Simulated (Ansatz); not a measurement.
# C4H10Zn: the cost of one run

Method: the settings change from run to run; program: Ansatz 0.2.0, Gaussian basis.

## 1. The relaxed structure

The structure was relaxed beforehand with PBE0-D4 in a triple-zeta def2 set.

SMILES `C[CH2][Zn][CH2]C`, 15 atoms, charge 0, spin multiplicity 1.

Atoms are counted from 1 here; the program's logs count them from 0.

Bond lengths: C1–C2 1.529 Å, C1–H6 1.094 Å, C1–H7 1.096 Å, C1–H8 1.094 Å, C2–Zn3 1.958 Å, C2–H9 1.096 Å, C2–H10 1.096 Å, Zn3–C4 1.958 Å, C4–C5 1.529 Å, C4–H11 1.096 Å, C4–H12 1.096 Å, C5–H13 1.094 Å, C5–H14 1.096 Å, C5–H15 1.094 Å. Angles: C2–C1–H6 112.0°, C2–C1–H7 112.0°, C2–C1–H8 112.0°, H6–C1–H7 106.9°, H6–C1–H8 106.8°, H7–C1–H8 106.9°, C1–C2–Zn3 115.4°, C1–C2–H9 109.9°, C1–C2–H10 109.9°, Zn3–C2–H9 107.8°, Zn3–C2–H10 107.8°, H9–C2–H10 105.4°, C2–Zn3–C4 179.9°, Zn3–C4–C5 115.4°, Zn3–C4–H11 107.8°, Zn3–C4–H12 107.8°, C5–C4–H11 109.9°, C5–C4–H12 109.9° and more.

As a file:

```xyz
15

C     0.2531    1.9784    1.8069
C     1.0449    0.6770    1.6786
Zn    0.5169   -0.4848    0.1937
C    -0.0127   -1.6450   -1.2918
C    -1.1745   -1.1322   -2.1428
H    -0.8145    1.7946    1.9573
H     0.5936    2.5847    2.6538
H     0.3438    2.6023    0.9133
H     0.9623    0.0967    2.6050
H     2.1128    0.8989    1.5682
H    -0.2593   -2.6297   -0.8776
H     0.8692   -1.8071   -1.9225
H    -0.9485   -0.1669   -2.6044
H    -1.4242   -1.8228   -2.9561
H    -2.0848   -0.9950   -1.5523
```

## 2. wB97X/aug-cc-pVDZ

Set apart from the defaults: the search for lower states set to light.

in.yaml

```yaml
crystal:
  periodic: [false, false, false]
  atoms:
    - {symbol: C, position_ang: [0.253108, 1.978368, 1.806938]}
    - {symbol: C, position_ang: [1.044877, 0.677029, 1.678584]}
    - {symbol: Zn, position_ang: [0.516903, -0.484763, 0.193711]}
    - {symbol: C, position_ang: [-0.012710, -1.645039, -1.291766]}
    - {symbol: C, position_ang: [-1.174472, -1.132247, -2.142770]}
    - {symbol: H, position_ang: [-0.814495, 1.794584, 1.957254]}
    - {symbol: H, position_ang: [0.593575, 2.584700, 2.653767]}
    - {symbol: H, position_ang: [0.343772, 2.602286, 0.913263]}
    - {symbol: H, position_ang: [0.962342, 0.096695, 2.605009]}
    - {symbol: H, position_ang: [2.112797, 0.898921, 1.568234]}
    - {symbol: H, position_ang: [-0.259272, -2.629679, -0.877570]}
    - {symbol: H, position_ang: [0.869227, -1.807075, -1.922475]}
    - {symbol: H, position_ang: [-0.948539, -0.166853, -2.604416]}
    - {symbol: H, position_ang: [-1.424230, -1.822792, -2.956063]}
    - {symbol: H, position_ang: [-2.084783, -0.995033, -1.552300]}
basis:
  gaussian: {orbitals: aug-cc-pVDZ}
hamiltonian: {xc: {name: wB97X}}
scf: {lower_state_search: light}
output: {forces: true}
```

On the command line:

```bash
> ansatz run in.yaml --threads 2 --pin off --events-out ev --progress --plain --max-ram 22528MiB --backend cpu
```

What time and memory should one allow on 2 threads of AMD EPYC 7R13, shared host?

About 26 s, with a peak of 1.4 GiB.
